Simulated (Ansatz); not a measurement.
## SrO under changes of volume

One of the cells (16.901 Å³/atom); the others are scaled copies at fixed shape and fractional positions:

```
CELL_PARAMETERS angstrom
0.00000 2.56630 2.56630
2.56630 0.00000 2.56630
2.56630 2.56630 0.00000
ATOMIC_POSITIONS crystal
Sr 0.50000 0.50000 0.50000
O 0.00000 0.00000 0.00000
```

- Program: Ansatz 0.2.0
- Functional: BLYP
- Dispersion: D3(BJ)-ATM
- Potentials or basis: Ansatz PAW
- Cutoff: 420 eV (not typed: the program's choice for these potentials)
- k mesh: 9 × 9 × 9
- Occupations: fermi-dirac, width 0.05 eV
- Spin: non-collinear spin, ferromagnetic start
- Starting moments: [[0.5, 0.0, 0.0], [0.0, 0.0, 0.0]] μB

| volume (Å³/atom) | energy over the lowest point (meV/atom) | pressure (GPa) | gap on the mesh (eV) |
| --- | --- | --- | --- |
| 15.887 | 24.99 | 7.5 | 3.47 |
| 16.225 | 11.81 | 5.0 | 3.49 |
| 16.563 | ? | ? | ? |
| 16.901 | 0.00 | 0.8 | 3.51 |
| 17.239 | 0.31 | -1.0 | 3.51 |
| 17.577 | 4.23 | -2.7 | 3.52 |
| 17.915 | 11.46 | -4.1 | 3.52 |

Question: What does the run at 16.563 Å³/atom give?

Answer: Energy over the lowest point 3.66 meV/atom; pressure 2.8 GPa; gap on the mesh 3.50 eV.

Worked out: A Birch-Murnaghan fit of order 3 (a polynomial in V^(-2/3)) to the other rows has its minimum at 17.04 Å³/atom with B0 = V·E''(V) = 92 GPa and B' = 4.4. It gives 3.66 meV/atom at 16.563 Å³/atom, against the run's 3.66, and -dE/dV = 2.8 GPa, against 2.8. A parabola through the other rows of the gap, of slope 0.519 eV per unit of ln V there, gives 3.50 eV, against the run's 3.50.

Energies are extrapolated to zero smearing.

Caveats: odd divisions of the mesh miss points on the zone boundary, where band edges often lie, so the gap on the mesh can be too wide; the PAW data sets come from PBE, with cores solved anew for the run's functional, which leaves a small shift of forces and pressure; the starting moments weren't kept.

A mesh can miss the band edges. Spin-orbit coupling on Sr is left out.
